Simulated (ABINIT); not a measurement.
A run of ABINIT 10.8.3 (patched build) is set up as follows.

Contents of run.abi:

```
# Pseudopotentials
pp_dirpath "./"
pseudos "Cu.GGA_PBE-JTH.xml"

# Structure
acell 2.5307640267 2.5307640267 23.26181508 Angstrom
rprim
     1.0000000000     0.0000000000     0.0000000000
    -0.5000000000     0.8660254038     0.0000000000
     0.0000000000     0.0000000000     1.0000000000
ntypat 1
znucl 29
natom 5
typat 1 1 1 1 1
xred
     0.0000000000     0.0000000000     0.3224168008
     0.3333333300     0.6666666600     0.4112084004
     0.0000000000     0.0000000000     0.5000000000
     0.6666666700     0.3333333400     0.5887915996
     0.0000000000     0.0000000000     0.6775831992
chkprim 0
chksymtnons 0
tolsym 1.0e-6

# Plane-wave basis
ecut 26.0
pawecutdg 48.0

# k points
kptopt 1
ngkpt 12 12 1
nshiftk 1
shiftk 0.0 0.0 0.0

# Exchange and correlation
ixc 11

# Bands and occupations
nband 57
occopt 3
tsmear 0.05 eV

# SCF cycle
nstep 120
tolvrs 1.0e-9

# Output
iomode 3
prtwf 0
prteig 0
prtebands 0
enunit 2
prtden 1
prtvha 1
prtvclmb 1
prtpot 1
```

Potentials or basis: JTH PAW PBE v2.0.

Run with:

```console
$ mpirun --bind-to none -np 4 abinit run.abi > log 2>&1
```

Question: Estimate the work function.

Answer: 4.76 eV.

Question: Estimate the largest force.

Answer: 0.173 eV/Å.

Question: What does it give for the band gap on the k mesh?

Answer: None (metal or under the smearing width).

Forces on the atoms (eV/Å):
```
Cu   0.000  0.000 -0.173
Cu   0.000  0.000  0.015
Cu   0.000  0.000  0.000
Cu   0.000  0.000 -0.015
Cu   0.000  0.000  0.173
```
